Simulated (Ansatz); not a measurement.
# CsPbCl3 (Pm-3m): from the cell to its phonons

Wanted: phonon frequencies of CsPbCl3 (Pm-3m) and what follows from them.

Calculated with Ansatz 0.2.0; DFT PBEsol, scalar-relativistic, plane waves, PAW; PAW set soft_1.

## Step 1: Set-up

It takes space group Pm-3m (No. 221, cubic). Conventional cell: a = 5.605 Å, b = 5.605 Å, c = 5.605 Å, α = 90.00°, β = 90.00°, γ = 90.00°. Nearest to Cs lie 12 Cl at 3.96 Å. Nearest to Pb lie 6 Cl at 2.80 Å. Nearest to Cl lie 2 Pb at 2.80 Å and 4 Cs at 3.96 Å. Farther neighbours and most contacts between anions are not listed.

## Step 2: Bringing the structure to rest

Harmonic phonons are second derivatives at a point where the forces vanish, and they are wanted at zero stress, so atoms and cell are relaxed first.

input.yaml reads:

```yaml
crystal:
  lattice:
    - [5.605, 0.0, 0.0]
    - [0.0, 5.605, 0.0]
    - [0.0, 0.0, 5.605]
  atoms:
    - { symbol: Cs, position: [0.0, 0.0, 0.0] }
    - { symbol: Pb, position: [0.5, 0.5, 0.5] }
    - { symbol: Cl, position: [0.5, 0.5, 0.0] }
    - { symbol: Cl, position: [0.0, 0.5, 0.5] }
    - { symbol: Cl, position: [0.5, 0.0, 0.5] }
kpoints:
  mp_grid: { grid: [6, 6, 6] }
hamiltonian:
  xc: pbesol
  pseudopotentials: { kind: paw, azcp: { folder: soft_1 }, xc_functional: pbe }
scf:
  occupations: { method: gaussian, width: 0.02 }
output:
  forces: true
  stress: true
  eigenvalues: true
relax:
  adjacent_minimum: "off"
  f_tol: 0.005
  max_steps: 80
  cell: { stress_tol: 0.05 }
```

Command:

```
ansatz run input.yaml --threads 4 --pin off --max-ram 10240MiB --backend cpu --events-out ev --progress --plain --runs-dir out
```

Numbers of over 12 decimals in the logs are rounded to 6 here.

What it wrote:

```text
Engine: ansatz 0.2.0, aarch64-unknown-linux-gnu
Pseudopotentials: kind: paw
Pseudopotential: Cs, paw, valence charge 9, recommended cutoff 420 eV (normal), soft_1/Cs.paw.azcp
Pseudopotential: Pb, paw, valence charge 14, recommended cutoff 420 eV (normal), soft_1/Pb.paw.azcp
Pseudopotential: Cl, paw, valence charge 7, recommended cutoff 420 eV (normal), soft_1/Cl.paw.azcp
Functional definition: PBEsol
  exchange = pbesol_x
  correlation = pbesol_c
Crystal: 5 atoms, lattice volume = 176.087 Å³
Basis set: ecut = 420 eV, 3407 PW (Γ), exchange–correlation on 80×80×80 points (8 copies of the dense FFT grid, shifted against one another)
Bands: 27, of which v1, the nominal top of the filled ones, is band 22 counted from 1 (21 counted from 0)
Symmetry: 48 space group operations
Space group: Pm-3m (ITA 221), of the structure as read, at distance tolerance 5.6e-5 Å
k-points: 20 of 216
Non-local potential: Cs, projectors of the file, l = 0: 3, l = 1: 2, l = 2: 2, l = 3: 2
Non-local potential: Pb, projectors of the file, l = 0: 2, l = 1: 2, l = 2: 2, l = 3: 1
Non-local potential: Cl, projectors of the file, l = 0: 2, l = 1: 2, l = 2: 1
PAW form: soft (Blöchl's): semilocal exchange-correlation on the pseudo side does not see the compensation charge
PAW frozen core: Cs, regenerated for the run's functional, and the local potential with it (the file was generated under x = pbe(κ = 0.804, μ = 0.219515), c = pbe(β = 0.066725))
PAW frozen core: Pb, regenerated for the run's functional, and the local potential with it (the file was generated under x = pbe(κ = 0.804, μ = 0.219515), c = pbe(β = 0.066725))
PAW frozen core: Cl, regenerated for the run's functional, and the local potential with it (the file was generated under x = pbe(κ = 0.804, μ = 0.219515), c = pbe(β = 0.066725))
PAW one-centre angular grid: Cs, 194 points (default); XC on 64 Gauss nodes
PAW one-centre angular grid: Pb, 590 points (default); XC on 64 Gauss nodes
PAW one-centre angular grid: Cl, 110 points (default); XC on 64 Gauss nodes
Initial density: superposition of atomic densities (chi_scale 0.1, normalization cell, long waves kept (reshape's long-wave potential 0.01 eV rms))
Initial wavefunctions: pseudopotential atomic-orbital guess
Functional: x = pbesol(κ = 0.804, μ = 0.123457), c = pbesol(β = 0.046)
SCF iter   1: F=—  HF=-20534.053476 eV  |F-HF|=—  |Δ(HF+E_count)|=         —  Δρ=2.40e-2  dr2=2.20e0  ethr=3.10e-3  ⟨swp⟩=7.4  Hψ=2799  notcnv=0
preconditioner: auto → Resta (q_TF=auto, 2.165 Å⁻¹)  ε∞=3.1  [insulator: Δε(μ)=1.459 eV  Ē_g=12.641 eV  σ=0.020 eV  W_gap=1.00  n_scr=26 (ndim 8)  ℏωp=18.1 eV  f_vac=0.014  D(μ)=0.00/eV (n_scr^D=0)  ε∞_Penn≈3.1]
SCF iter   2: F=—  HF=-20533.313287 eV  |F-HF|=—  |Δ(HF+E_count)|=   7.40e-1  Δρ=1.09e-2  dr2=6.69e-1  ethr=3.10e-3  ⟨swp⟩=3.8  Hψ=1211  notcnv=0  defer=20
SCF iter   3: F=—  HF=-20532.995645 eV  |F-HF|=—  |Δ(HF+E_count)|=   3.18e-1  Δρ=3.18e-3  dr2=5.13e-2  ethr=1.52e-3  ⟨swp⟩=4.0  Hψ=1347  notcnv=0  defer=20
SCF iter   4: F=—  HF=-20532.978358 eV  |F-HF|=—  |Δ(HF+E_count)|=   1.73e-2  Δρ=1.15e-3  dr2=3.22e-3  ethr=1.17e-4  ⟨swp⟩=4.3  Hψ=1109  notcnv=0  defer=20
SCF iter   5: F=—  HF=-20532.979495 eV  |F-HF|=—  |Δ(HF+E_count)|=   1.14e-3  Δρ=1.94e-4  dr2=7.11e-5  ethr=7.32e-6  ⟨swp⟩=2.9  Hψ=910  notcnv=0  defer=20
SCF iter   6: F=—  HF=-20532.979639 eV  |F-HF|=—  |Δ(HF+E_count)|=   1.44e-4  Δρ=2.49e-5  dr2=1.08e-6  ethr=1.62e-7  ⟨swp⟩=2.0  Hψ=953  notcnv=0  defer=20
SCF iter   7: F=-20532.979641 eV  HF=-20532.979641 eV  |F-HF|=2.73e-10  |Δ(HF+E_count)|=   2.19e-6  Δρ=4.40e-6  dr2=2.37e-8  ethr=2.27e-10  ⟨swp⟩=14.8  Hψ=3645  notcnv=0
SCF 1 converged in 7 iterations: F = -20532.979641 eV  dr2 = 2.37e-8
  greatest PAW one-centre occupation: 0.983 electrons in one spin orbital (limit 2), on the Pb atom at site 1 (counted from 0), in its partial waves of l = 2
relax step   1: F+E_penalty+E_count = -20532.97964134 eV  Δ(F+E_penalty+E_count) = +0.000e0 eV  max|allowed force component| = 2.020e-28 eV/Å  Δτ_max = 0.0000 Å  P = +0.187 GPa  Ω = 176.087 Å³  (7 SCF iters, dr2 threshold 1.00e-7 eV, accepted)
Crystal: 5 atoms, lattice volume = 176.929 Å³
Basis set: ecut = 420 eV, 3431 PW (Γ), exchange–correlation on 80×80×80 points (8 copies of the dense FFT grid, shifted against one another)
Initial density: handed on by an earlier stage of this run
Initial wavefunctions: those handed on with the density
iter 1 solved again at ethr=3.14e-7 eV; its pass at ethr=3.10e-3 eV (dr2=1.38e-4 eV) is discarded
SCF iter   1: F=—  HF=-20532.980255 eV  |F-HF|=—  |Δ(HF+E_count)|=         —  Δρ=1.17e-4  dr2=6.10e-5  ethr=3.14e-7  ⟨swp⟩=3.0  Hψ=3212  notcnv=0
preconditioner: auto → Resta (q_TF=auto, 2.164 Å⁻¹)  ε∞=2.9  [insulator: Δε(μ)=1.834 eV  Ē_g=13.127 eV  σ=0.020 eV  W_gap=1.00  n_scr=26 (ndim 8)  ℏωp=18.1 eV  f_vac=0.061  D(μ)=0.00/eV (n_scr^D=0)  ε∞_Penn≈2.9]
SCF iter   2: F=—  HF=-20532.980268 eV  |F-HF|=—  |Δ(HF+E_count)|=   1.28e-5  Δρ=6.01e-5  dr2=1.32e-5  ethr=1.39e-7  ⟨swp⟩=2.1  Hψ=707  notcnv=0
SCF iter   3: F=—  HF=-20532.980263 eV  |F-HF|=—  |Δ(HF+E_count)|=   4.54e-6  Δρ=2.06e-5  dr2=1.84e-6  ethr=3.00e-8  ⟨swp⟩=2.3  Hψ=726  notcnv=0
SCF iter   4: F=-20532.980263 eV  HF=-20532.980263 eV  |F-HF|=1.73e-8  |Δ(HF+E_count)|=   2.98e-7  Δρ=4.94e-6  dr2=6.58e-8  ethr=2.00e-10  ⟨swp⟩=6.3  Hψ=2964  notcnv=0
SCF 2 converged in 4 iterations: F = -20532.980263 eV  dr2 = 6.58e-8
  greatest PAW one-centre occupation: 0.982 electrons in one spin orbital (limit 2), on the Pb atom at site 1 (counted from 0), in its partial waves of l = 2
relax step   2: F+E_penalty+E_count = -20532.98026279 eV  Δ(F+E_penalty+E_count) = -6.215e-4 eV  max|allowed force component| = 3.307e-29 eV/Å  Δτ_max = 0.0000 Å  P = +0.065 GPa  Ω = 176.929 Å³  energy of the carried Pulay correction = -4.047e-5 eV  (4 SCF iters, dr2 threshold 8.78e-8 eV, accepted)
Crystal: 5 atoms, lattice volume = 177.378 Å³
iter 1 solved again at ethr=1.05e-7 eV; its pass at ethr=3.10e-3 eV (dr2=4.63e-5 eV) is discarded
SCF iter   1: F=—  HF=-20532.980303 eV  |F-HF|=—  |Δ(HF+E_count)|=         —  Δρ=6.09e-5  dr2=1.70e-5  ethr=1.05e-7  ⟨swp⟩=3.0  Hψ=3141  notcnv=0
preconditioner: auto → Resta (q_TF=auto, 2.163 Å⁻¹)  ε∞=2.9  [insulator: Δε(μ)=1.844 eV  Ē_g=13.120 eV  σ=0.020 eV  W_gap=1.00  n_scr=26 (ndim 8)  ℏωp=18.1 eV  f_vac=0.061  D(μ)=0.00/eV (n_scr^D=0)  ε∞_Penn≈2.9]
SCF iter   2: F=—  HF=-20532.980333 eV  |F-HF|=—  |Δ(HF+E_count)|=   2.99e-5  Δρ=3.22e-5  dr2=3.94e-6  ethr=3.87e-8  ⟨swp⟩=2.1  Hψ=719  notcnv=0
SCF iter   3: F=—  HF=-20532.980334 eV  |F-HF|=—  |Δ(HF+E_count)|=   9.16e-7  Δρ=1.11e-5  dr2=5.62e-7  ethr=8.97e-9  ⟨swp⟩=2.4  Hψ=722  notcnv=0
SCF iter   4: F=—  HF=-20532.980334 eV  |F-HF|=—  |Δ(HF+E_count)|=   5.06e-8  Δρ=2.61e-6  dr2=1.79e-8  ethr=1.28e-9  ⟨swp⟩=2.0  Hψ=770  notcnv=0
SCF iter   5: F=-20532.980334 eV  HF=-20532.980334 eV  |F-HF|=2.00e-10  |Δ(HF+E_count)|=   1.01e-8  Δρ=2.93e-7  dr2=1.21e-10  ethr=2.39e-11  ⟨swp⟩=6.7  Hψ=2426  notcnv=0
SCF 3 converged in 5 iterations: F = -20532.980334 eV  dr2 = 1.21e-10
relax step   3: F+E_penalty+E_count = -20532.98033397 eV  Δ(F+E_penalty+E_count) = -7.117e-5 eV  max|allowed force component| = 2.878e-28 eV/Å  Δτ_max = 0.0000 Å  P = +0.001 GPa  Ω = 177.378 Å³  energy of the carried Pulay correction = -6.189e-5 eV  (5 SCF iters, dr2 threshold 1.05e-8 eV, accepted)
Initial wavefunctions: pseudopotential atomic-orbital guess (no wavefunctions were taken with the density)
iter 1 solved again at ethr=1.24e-7 eV; its pass at ethr=3.10e-3 eV (dr2=5.47e-5 eV) is discarded
SCF iter   1: F=—  HF=-20532.980345 eV  |F-HF|=—  |Δ(HF+E_count)|=         —  Δρ=7.35e-6  dr2=9.39e-9  ethr=1.24e-7  ⟨swp⟩=4.1  Hψ=4780  notcnv=0
eigensolver tolerance schedule: the retry pair's looser diagonalisation over-reported the residual by 5820.68 of it (diagonalisation noise at 0.30 of the residual, at the tolerance the schedule requests for it); recorded, not acted on — ethr = c·dr2/N_el stays at c = 1.0e-1
preconditioner: auto → Resta (q_TF=auto, 2.163 Å⁻¹)  ε∞=2.9  [insulator: Δε(μ)=1.843 eV  Ē_g=13.119 eV  σ=0.020 eV  W_gap=1.00  n_scr=26 (ndim 8)  ℏωp=18.1 eV  f_vac=0.061  D(μ)=0.00/eV (n_scr^D=0)  ε∞_Penn≈2.9]
SCF iter   2: F=—  HF=-20532.980385 eV  |F-HF|=—  |Δ(HF+E_count)|=   3.99e-5  Δρ=3.69e-6  dr2=2.12e-9  ethr=2.13e-11  ⟨swp⟩=3.5  Hψ=1302  notcnv=0
SCF iter   3: F=—  HF=-20532.980386 eV  |F-HF|=—  |Δ(HF+E_count)|=   4.10e-7  Δρ=5.31e-7  dr2=1.15e-10  ethr=4.81e-12  ⟨swp⟩=2.0  Hψ=960  notcnv=0
SCF iter   4: F=-20532.980386 eV  HF=-20532.980386 eV  |F-HF|=2.40e-10  |Δ(HF+E_count)|=   6.13e-9  Δρ=1.11e-7  dr2=4.06e-12  ethr=1.00e-12  ⟨swp⟩=6.1  Hψ=2325  notcnv=0
SCF 4 converged in 4 iterations: F = -20532.980386 eV  dr2 = 4.06e-12
relax step   4: F+E_penalty+E_count = -20532.98038560 eV  Δ(F+E_penalty+E_count) = -5.164e-5 eV  max|allowed force component| = 6.558e-29 eV/Å  Δτ_max = 0.0000 Å  P = +0.001 GPa  Ω = 177.378 Å³  stress off target by 1.27e-3 GPa  SCF on the basis re-selected at this cell (its energy is not comparable with the rows above)  (4 SCF iters)
basis re-selected at this cell: Δ(F+E_penalty+E_count) = -5.164e-5 eV, ΔP = +0.000 GPa vs the last step (what re-selecting the basis moved, of the pressure what is left beyond the Pulay correction that the steps carried, after the strain that the cell walked since its last selection, with what the two solves' SCF thresholds leave and, on support functions, any second-order correction that the steps lacked; it is no m [...]
SCF converged after 4 iterations
Free energy (F): -20532.980386 eV
Harris-Foulkes:  -20532.980386 eV  (|F-HF|=2.40e-10)
Internal energy: -20532.980386 eV  (E = F + TS)
E sigma→0 (E₀):  -20532.980386 eV
Fermi energy:    4.861719 eV
--- Per-component energies (eV) ---
  E_band       = -238.660341
  E_kinetic    = 892.679163
  E_local      = -2617.071956  (includes V_loc(G=0)·N_el)
  E_nonlocal   = 426.039941
  E_hartree    = 983.309022
  E_xc         = -702.557757
  E_vxc        = -624.686488  (∫ρ·V_xc dr)
  E_paw        = -17141.409842  (= ΣΔE_a)
  E_vpaw       = -282.239317  (= ΣTr[D̂ρ^β])
  E_aug_tail   = 0.000328  (compensation charges beyond the density's cutoff)
  E_ewald      = -2374.410915
  E_core_change = 0.441631  (= ΣΔE_core)
  E_smearing   = -0.000000  (= −TS)
  E_closure    = -0.000000  (closes the sum)
  Σ components = -20532.980386   (vs F -20532.980386, Δ=0.00e0)
--- Forces (eV/Å), atoms counted from 1 ---
  atom   1  Cs     0.00000000     0.00000000    -0.00000000
  atom   2  Pb     0.00000000     0.00000000    -0.00000000
  atom   3  Cl     0.00000000     0.00000000    -0.00000000
  atom   4  Cl    -0.00000000     0.00000000    -0.00000000
  atom   5  Cl     0.00000000    -0.00000000    -0.00000000
  max |Σ_I F_I| component: 9.83e-29 eV/Å
--- Stress (GPa, compression-positive) ---
        0.001268      -0.000000       0.000000
       -0.000000       0.001268       0.000000
        0.000000       0.000000       0.001268
  P = ⅓ Tr σ = 0.0013 GPa (0.013 kbar)
--- Band table (eV; the first three rows and the last of 20) ---
  k-point 0: bands = [... 18 lower, 1.3645, 1.4699, 1.4699, 1.4699, 7.1922, 8.2006, 8.2006, 9.0864, ... 1 higher]
  k-point 1: bands = [... 18 lower, 1.3392, 1.4424, 1.4424, 1.4759, 7.4507, 8.3819, 8.3955, 9.1605, ... 1 higher]
  k-point 2: bands = [... 18 lower, 1.2881, 1.3877, 1.3877, 1.7926, 7.6032, 8.2851, 8.8466, 8.9344, ... 1 higher]
  k-point 19: bands = [... 18 lower, 1.7948, 1.7948, 1.7948, 3.9403, 5.7834, 5.7834, 5.7834, 8.9586, ... 1 higher]
--- Relaxed structure (3 steps of the walk, 3 accepted, 1 SCFs on fresh bases) ---
  F+E_penalty+E_count = -20532.98038560 eV   max|allowed force component| = 6.558e-29 eV/Å   (the final SCF, on the basis selected at the relaxed cell)
  cell:  # Å, volume = 177.3778 Å³
    - [5.618664, 0, 0]
    - [0, 5.618664, 0.0]
    - [0, 0.0, 5.618664]
  atoms:
    - { symbol: Cs, position: [0, 0, 0] }
    - { symbol: Pb, position: [0.500000, 0.500000, 0.500000] }
    - { symbol: Cl, position: [0.500000, 0.500000, 0] }
    - { symbol: Cl, position: [0, 0.500000, 0.500000] }
    - { symbol: Cl, position: [0.500000, 0, 0.500000] }
```

Wall time 8.2 s (4 threads of Arm Neoverse V1, shared host); peak memory 0.52 GiB.

Relaxation path:

| step | energy less that of the first step (eV) | largest force component (eV/Å) | pressure (GPa) | volume (Å³) |
| --- | --- | --- | --- | --- |
| 1 | 0.0000 | 0.0000 | 0.19 | 176.09 |
| 2 | -0.0006 | 0.0000 | 0.06 | 176.93 |
| 3 | -0.0007 | 0.0000 | 0.00 | 177.38 |
| 4* | -0.0007 | 0.0000 | 0.00 | 177.38 |

Relaxation steps marked * repeat the geometry before them on a plane-wave basis chosen anew for their cell, so energy and pressure can jump there.

Forces are held to the 48 operations that the run works with; a distortion that breaks them can't arise in this run.

| conventional cell, symmetrised | before | after | change |
| --- | --- | --- | --- |
| a (Å) | 5.605 | 5.619 | +0.2 % |
| b (Å) | 5.605 | 5.619 | +0.2 % |
| c (Å) | 5.605 | 5.619 | +0.2 % |
| volume (Å³/atom) | 35.22 | 35.48 | +0.7 % |

The relaxed structure:

```cif
data_structure
_symmetry_space_group_name_H-M 'P 1'
_symmetry_Int_Tables_number 1
_cell_length_a 5.6187
_cell_length_b 5.6187
_cell_length_c 5.6187
_cell_angle_alpha 90.000
_cell_angle_beta 90.000
_cell_angle_gamma 90.000
_cell_volume 177.38
loop_
_atom_site_label
_atom_site_type_symbol
_atom_site_fract_x
_atom_site_fract_y
_atom_site_fract_z
_atom_site_occupancy
Cs1 Cs 0.00000 0.00000 0.00000 1
Pb2 Pb 0.50000 0.50000 0.50000 1
Cl3 Cl 0.50000 0.50000 0.00000 1
Cl4 Cl 0.00000 0.50000 0.50000 1
Cl5 Cl 0.50000 0.00000 0.50000 1
```

Numbers from this step:

```
pressure           : 0.001268 GPa
gap on the k-mesh  : 1.843 eV
volume per atom    : 35.48 Å³
direct gap on mesh : 1.843 eV
```

In this step the volume went from 35.22 to 35.48 Å³/atom.

## Step 3: Relaxing to small forces for the phonons, k-mesh 6×6×6

Phonons need a cell at rest on their own settings, so the relaxation is repeated with tight tolerances on forces and stress, using the mesh and the filling of the phonon run that follows.

input.yaml, as its differences from that of step 2:

```diff
@@ -2,5 +2,5 @@
   lattice:
-    - [5.605, 0.0, 0.0]
-    - [0.0, 5.605, 0.0]
-    - [0.0, 0.0, 5.605]
+    - [5.6186639858, 0.0, 0.0]
+    - [0.0, 5.6186639858, 0.0]
+    - [0.0, 0.0, 5.6186639858]
   atoms:
@@ -17,3 +17,3 @@
 scf:
-  occupations: { method: gaussian, width: 0.02 }
+  occupations: { method: fixed }
 output:
@@ -22,6 +22,10 @@
   eigenvalues: true
+  write_density: true
+  write_potential: true
+  elf: true
+  volumetric_format: npy
 relax:
   adjacent_minimum: "off"
-  f_tol: 0.005
-  max_steps: 80
-  cell: { stress_tol: 0.05 }
+  f_tol: 0.001
+  max_steps: 60
+  cell: { stress_tol: 0.01 }
```

What it wrote:

```text
[...]
Crystal: 5 atoms, lattice volume = 177.378 Å³
Basis set: ecut = 420 eV, 3431 PW (Γ), exchange–correlation on 80×80×80 points (8 copies of the dense FFT grid, shifted against one another)
Bands: 27, of which v1, the nominal top of the filled ones, is band 22 counted from 1 (21 counted from 0)
Symmetry: 48 space group operations
[...]
k-points: 20 of 216
[...]
--- Relaxed structure (1 steps of the walk, 1 accepted, 1 SCFs on fresh bases) ---
[...]
cell:  # Å, volume = 177.3778 Å³
    - [5.6186639858, 0.0, 0.0]
    - [0.0, 5.6186639858, 0.0]
    - [0.0, 0.0, 5.6186639858]
  atoms:
    - { symbol: Cs, position: [0.0, 0.0, 0.0] }
    - { symbol: Pb, position: [0.5, 0.5, 0.5] }
    - { symbol: Cl, position: [0.5, 0.5, 0.0] }
    - { symbol: Cl, position: [0.0, 0.5, 0.5] }
    - { symbol: Cl, position: [0.5, 0.0, 0.5] }
[key lines of the parts left out:]
SCF converged after 6 iterations
Free energy (F): -20532.980386 eV
Fermi energy:    3.940287 eV
P = ⅓ Tr σ = 0.0013 GPa (0.013 kbar)
```

The job ended after 4.8 s (4 threads; peak memory 0.53 GiB; 18 s of CPU time).

Little changed from the start: no atom moved by 0.005 Å and no cell edge by 0.1 %.

Numbers from this step:

- pressure: 0.001270 GPa

Valence density in the ac plane at fractional y = 0.500, with atoms of Pb and Cl within 0.2 Å of it. It is the smooth field of the valence electrons, not physical close to the nuclei.

Ten steps, logarithmic in the rise over the least value, from '_' (0.0 e/Å³) to '@' (7.1 e/Å³), each cell a mean:
```
________::==********++--..______
________..--++******==::..______
________..::--======--..________
......____..::------::..____....
----::......--====--::......::--
**++==::::--++**##**==::::--==++
****++----==##%%@@%%**----==****
++****==--++%%@@@@@@##==--==****
****++----++##@@@@%%**==--==****
****==--::--**##%%##++--::--++**
====--....::--++++==--....::--==
::::........::------::..__....::
________....----==--::..________
________..--==++**++==::..______
________::==********++--..______
________::==****++****--..______
```
Columns run along a (5.6 Å), rows up along c (5.6 Å). Atoms in or near the plane, at fractional coordinates: Pb at (0.50, 0.50), Cl at (0.50, 0.00), Cl at (0.00, 0.50).

Electrostatic potential energy in the ac plane at fractional y = 0.500, with atoms of Pb and Cl within 0.2 Å of it. With pseudopotentials it is smooth inside the atoms' cores, unlike the true potential.

Ten even steps from '0' (-38 eV) to '9' (9 eV), each cell a mean:
```
9999983000599999
9999996324899999
9999999878999999
9999999889999999
9999998777899999
5689984112689985
0269861000279840
0048840010178720
0158850000178830
2489872001489963
8899987546899998
9999998888999999
9999999889999999
9999998546899999
9999984102699999
9999982000599999
```
Columns run along a (5.6 Å; values clipped at the 3rd and 97th percentile), rows up along c (5.6 Å). Atoms in or near the plane, at fractional coordinates: Pb at (0.50, 0.50), Cl at (0.50, 0.00), Cl at (0.00, 0.50).

ELF in the ac plane at fractional y = 0.500, with atoms of Pb and Cl within 0.2 Å of it. It is the smooth field of the valence electrons, not physical close to the nuclei.

Ten even steps from '_' (0.00) to '@' (0.87), each cell a mean:
```
______--##@@@@##++%%@@%%++..____
______..++%%@@@@@@@@@@##--______
::..____..++##%%%%##**--..____..
**==::____..::------::____..--++
@@%%++::__..::----::::..__--##%%
@@@@%%==..--==++==++==::::**@@@@
%%@@@@++::====::..--++::--##@@%%
--##@@**::==--____..==----%%@@++
++%%@@**::====..__::++----%%@@##
@@@@@@++..--++==--====::::##@@@@
@@@@##--..::--======--....++%%@@
##**--..__....::::::..____..++##
--::____..--++****++==::____..--
________--##@@@@@@@@%%++::______
______::**@@@@%%##@@@@%%==..____
______--##@@@@++--%%@@@@**::____
```
Columns run along a (5.6 Å), rows up along c (5.6 Å). Atoms in or near the plane, at fractional coordinates: Pb at (0.50, 0.50), Cl at (0.50, 0.00), Cl at (0.00, 0.50).

The forces vanish by symmetry and the pressure is 0.001 GPa, within the tolerances set. The cell now holds 35.48 Å³/atom.

(Part 1 of 3 ends here.)

[Logs are printed without paths, hosts, clocks, repeated set-up lines and the standing remarks that a program may print on its own settings, such as how far it seeks lower states.]

[Hosts, paths, dates, database ids (printed as entryN), source tags and the programs' standing remarks are cut or masked in the printed files.]
